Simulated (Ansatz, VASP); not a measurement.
**Ti in VASP and in Ansatz**

```
CELL_PARAMETERS angstrom
2.95000 0.00000 0.00000
-1.47500 2.55477 0.00000
0.00000 0.00000 4.68000
ATOMIC_POSITIONS crystal
Ti 0.68616 0.32688 0.74849
Ti 0.33797 0.67291 0.24873
```

Change from the starting cell: atoms moved at random, drawn with an rms of 0.05 Å.

Alike in both runs: task single point; functional PBE; k mesh 10 × 10 × 6; occupations fermi-dirac, width 0.05 eV; no spin polarisation.

```csv
,VASP,Ansatz
version,VASP 6.6.1,Ansatz 0.2.0
potentials or method,"VASP PAW PBE potentials, release 64 (Ti_sv)",Ansatz PAW
plane-wave cutoff (eV),520,420
valence electrons in the cell,24,24
```

Ansatz gave:

| Item | Value |
| --- | --- |
| gap on the k mesh at the Fermi level (eV) | none |
| pressure (GPa) | -1.5 |
| largest component of the traceless stress (GPa) | 0.71 |
| rms of the force components (eV/Å) | 0.062 |

Question: Which values does VASP return?

Answer: gap on the k mesh at the Fermi level (eV): none; pressure (GPa): -1.7; largest component of the traceless stress (GPa): 0.70; rms of the force components (eV/Å): 0.062.

Atom by atom the forces differ by 0.000 eV/Å (rms over components). A gap of «none» marks a metal or a gap that the smearing closes.
